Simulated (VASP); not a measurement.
Here is a VASP 6.6.1 calculation.

Contents of INCAR:

```
  PREC = Accurate
  ENCUT = 520
  EDIFF = 1E-6
  ISMEAR = 0
  SIGMA = 0.1
  LREAL = False
  LASPH = True
  NELM = 120
  ALGO = Normal
  ISIF = 3
  LWAVE = False
  LCHARG = False
  GGA = PE
  IBRION = 2
  NSW = 90
  EDIFFG = -0.01
  KPAR = 8
```

Contents of KPOINTS:

```
Automatic mesh
0
Gamma
  8 5 2
```

POSCAR

```
Zn2Ga2O3
1.0
    3.0331015900      0.0000000000      0.0000000000
    0.0425055200      5.1394864900      0.0000000000
    0.0172261400      0.1554053400     13.6864269900
Zn Ga O
4 4 6
Direct
    0.5227925000      0.1823472400      0.5815435200
    0.0141491900      0.6807786800      0.5811612200
    0.0224813400      0.3584940800      0.4219846400
    0.5181654000      0.8595792700      0.4224158800
    0.4942621600      0.1936288600      0.8977219900
    0.0585238400      0.6945373500      0.8958888500
    0.0262470200      0.3368160000      0.1047897800
    0.4712497100      0.8365610500      0.1078286200
    0.9923519000      0.3583480000      0.8412128800
    0.5557214000      0.8586176400      0.8405158700
    0.5295980700      0.1724257500      0.1620600100
    0.9727599100      0.6710686200      0.1624967900
    0.0873654500      0.0064457500      0.0005851600
    0.4411499200      0.5040361000      0.0023443500
```

Potentials or basis: VASP PAW PBE potentials, release 64 (Zn, Ga_d, O).

Run with:

```console
$ cat potpaw_PBE.64/Zn/POTCAR potpaw_PBE.64/Ga_d/POTCAR potpaw_PBE.64/O/POTCAR > POTCAR
$ mpirun -np 8 vasp_std > vasp.out
```

Problem. What does it give for the band gap on the k mesh?

Solution. None (metal or under the smearing width).

Problem. Predict the space group after relaxing (to 0.05 Å).

Solution. P1 (No. 1).

Problem. What does it give for the relaxed volume?

Solution. 15.23 Å³/atom.

Final structure:
```
Zn Ga O
1.0
     3.05594   -0.00282    0.01066
     0.03812    5.10796   -0.02730
     0.06532    0.08092   13.66137
Zn Ga O
4 4 6
Direct
  0.51930 0.18551 0.58257
  0.01359 0.68100 0.58198
  0.02496 0.35528 0.42092
  0.51942 0.85964 0.42149
  0.49528 0.19682 0.89736
  0.05421 0.69737 0.89589
  0.03062 0.32966 0.10575
  0.47187 0.82912 0.10724
  0.99565 0.35805 0.84098
  0.55421 0.85847 0.84042
  0.53025 0.16845 0.16212
  0.97182 0.66799 0.16271
  0.08568 0.01375 0.00096
  0.43996 0.51258 0.00216
```
